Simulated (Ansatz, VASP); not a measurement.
**B in VASP and in Ansatz**

INCAR

```
SYSTEM = B
  AGGAC = 1.0
  AGGAX = 1.0
  ALDAC = 0.0
  ALDAX = 1.0
  ALGO = Normal
  EDIFF = 1E-6
  ENCUT = 520
  GGA = B5
  ISIF = 2
  ISMEAR = -1
  LASPH = .True.
  LCHARG = .True.
  LELF = .True.
  LREAL = .False.
  LVHAR = .True.
  LWAVE = .False.
  NBANDS = 10
  NELM = 100
  PREC = Accurate
  SIGMA = 0.1
```

File KPOINTS:

```
k-points
0
Gamma
  23 23 4
  0 0 0
```

POSCAR

```
B
1.0
    1.7831313403      0.0000000000      0.0000000000
   -0.8915656702      1.5442370390      0.0000000000
    0.0000000000      0.0000000000     11.0642993681
B
2
Direct
    0.3333333333      0.6666666667      0.2500000000
    0.6666666667      0.3333333333      0.7500000000
```

Input for Ansatz:

```yaml
crystal:
  lattice:
    - [1.7831313403, 0.0, 0.0]
    - [-0.8915656702, 1.544237039, 0.0]
    - [0.0, 0.0, 11.0642993681]
  atoms:
    - { symbol: B, position: [0.3333333333, 0.6666666667, 0.25] }
    - { symbol: B, position: [0.6666666667, 0.3333333333, 0.75] }
hamiltonian:
  xc: blyp
  pseudopotentials:
    kind: paw
    azcp:
      B: "pseudopotentials/B.paw.azcp"
basis:
  ecutwfc: 420
  fft_grid_basis: typed
kpoints:
  mp_grid: { grid: [23, 23, 4], shift: [0, 0, 0] }
magnetization:
  spin_polarized: false
scf:
  occupations: { method: fermi_dirac, width: 0.1 }
  lower_state_search: "off"
output:
  stress: true
```

Alike in both runs: task single point; functional BLYP; k mesh 23 × 23 × 4; occupations fermi-dirac, width 0.1 eV; no spin polarisation.

```csv
,VASP,Ansatz
version,VASP 6.6.1,Ansatz 0.2.0
potentials or method,"VASP PAW PBE potentials, release 64 (B)","plane waves (420 eV) with PAW, scalar-relativistic"
plane-wave cutoff (eV),520,420
valence electrons in the cell,6,6
```

|  | VASP | Ansatz | Ansatz less VASP |
| --- | --- | --- | --- |
| pressure (GPa) | -11.5 | -11.4 | +0.10 |
| largest component of the traceless stress (GPa) | 11.58 | 11.51 | -0.067 |

The functional is the same, so the differences come from potentials, cutoffs and numerics.

Caveats: the PAW data sets were made with another functional, which shifts forces and pressure a little (VASP).
